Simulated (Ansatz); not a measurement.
## LiCl: one input, then a changed one

The cell is COD entry 1011314, as deposited and not checked against the literature; nothing was relaxed. It is an old determination, and later ones may differ. The listed cell was then made from it by scaling, straining or moving an atom.

First run: DFT, PBEsol, PAW with Ansatz's default frozen-core files, scalar-relativistic (Ansatz 0.2.0).

Command: `ansatz run input.yaml --threads 1 --pin off --max-ram 2048MiB --backend cpu --events-out ev --progress --plain --runs-dir out` The run took 1.1 s on 1 thread of Intel(R) Xeon(R) 6975P-C (Granite Rapids), with other jobs on the host, peak memory 0.36 GiB.

```yaml
crystal:
  lattice:
    - [0.0, 2.5300968319, 2.5300968319]
    - [2.5300968319, 0.0, 2.5300968319]
    - [2.5300968319, 2.5300968319, 0.0]
  atoms:
    - { symbol: Li, position: [0.0, 0.0, 0.0] }
    - { symbol: Cl, position: [0.5, 0.5, 0.5] }
kpoints:
  mp_grid: { grid: [9, 9, 9] }
scf:
  occupations: { method: fermi_dirac, width: 0.03 }
hamiltonian:
  xc: pbesol
  pseudopotentials: { kind: paw }
output:
  forces: true
  stress: true
  eigenvalues: true
  efg: { contact_densities: true }
  write_density: true
  write_potential: true
  elf: true
  volumetric_format: npy
```

Result: converged; pressure 0.09 GPa; gap on the k mesh 6.36 eV (the mesh can miss the band edges); 6 SCF iterations.

The input is then changed:

```diff
@@ -11,7 +11,8 @@
 scf:
   occupations: { method: fermi_dirac, width: 0.03 }
+  lower_state_search: standard
 hamiltonian:
   xc: pbesol
-  pseudopotentials: { kind: paw }
+  pseudopotentials: { kind: nc }
 output:
   forces: true
@@ -19,7 +20,3 @@
   eigenvalues: true
   efg: { contact_densities: true }
-  write_density: true
-  write_potential: true
-  elf: true
-  volumetric_format: npy
```

(1) What does the second run give?

## Answers

(1) It was refused before any iteration. The program says:
```
Error: output.efg without hamiltonian.pseudopotentials.kind: paw|paw_fr|all_electron or hamiltonian.pseudopotentials.kind: all_electron — the all-electron EFG reconstruction needs the PAW one-centre densities; drop the efg request, or set kind: paw (paw_fr under spin-orbit coupling) (under a functional that reads the kinetic-energy density, kind: paw is refused in some combinations and carries risks of its own in the rest: see hamiltonian.xc for the refusals and hamiltonian.pseudopotentials.kind for the risks, both in the input reference; kind: paw is refused beside gw.static_remainder)
```
